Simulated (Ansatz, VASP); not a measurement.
## GaN: VASP beside Ansatz

```
CELL_PARAMETERS angstrom
0.01992 2.00246 2.00246
2.00246 0.01992 2.00246
2.00246 2.00246 0.01992
ATOMIC_POSITIONS crystal
Ga 0.50000 0.50000 0.50000
N 0.00000 0.00000 0.00000
```

Change from the starting cell: equal xy, yz and zx shear strains of +1 %, crystal datasets.

Alike in both runs: task electric field gradients; functional PBEsol; k mesh 13 × 13 × 13; occupations fermi-dirac, width 0.02 eV; no spin polarisation.

|  | VASP | Ansatz |
| --- | --- | --- |
| version | VASP 6.6.1 | Ansatz 0.2.0 |
| potentials or method | VASP PAW PBE potentials, release 64 (Ga_d, N), cutoff 520 eV | all-electron PAW with datasets made for the crystal, scalar-relativistic |

|  | VASP | Ansatz | Ansatz less VASP |
| --- | --- | --- | --- |
| gap on the k mesh at the Fermi level (eV) | 1.76 | 1.77 | +0.013 |
| pressure (GPa) | 59.5 | 58.8 | -0.68 |
| largest component of the traceless stress (GPa) | 2.69 | 2.70 | +0.004 |
| Vzz of the field gradient on the site that differs most (V/Å²) | -2.1 | -3.2 | -1.15 |

Ansatz ran all-electron here, so the differences hold the error of VASP's frozen core and of both bases.

Caveats: so large a pressure means that the cell lies far from this level's equilibrium, or that cutoff or potentials fall short (VASP); the potentials were made for another functional, which shifts forces and pressure (VASP); an odd mesh through Γ misses points on the zone boundary, where band edges often lie.
